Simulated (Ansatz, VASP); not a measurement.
## ZnS: VASP beside Ansatz

```
Zn S
1.0
     0.00000    2.65876    2.65876
     2.65876    0.00000    2.65876
     2.65876    2.65876    0.00000
Zn S
1 1
Direct
  0.25000 0.25000 0.25000
  0.00000 0.00000 0.00000
```

Alike in both runs: functional r2SCAN; k mesh 10 × 10 × 10; occupations fermi-dirac, width 0.02 eV; no spin polarisation.

Ansatz relaxed the structure, and its values are those at the end. VASP's run is a single point on that final structure, the one shown.

```csv
,VASP,Ansatz
version,VASP 6.6.1,Ansatz 0.2.0
potentials or method,"VASP PAW PBE potentials, release 64 (Zn, S)",PAW plane waves
plane-wave cutoff (eV),520,500
valence electrons in the cell,18,18
```

```csv
,VASP,Ansatz,Ansatz less VASP
gap on the k mesh at the Fermi level (eV),2.90,2.89,-0.017
pressure (GPa),3.4,3.5,+0.04
```

The functional is the same, so the differences come from potentials, cutoffs and numerics. Ansatz warned: «stress_scf_threshold_loose».

Caveats: the PAW data sets were made with another functional, which shifts forces and pressure a little (VASP). r2SCAN opens gaps a little over a GGA but as a rule still falls short of measured ones.
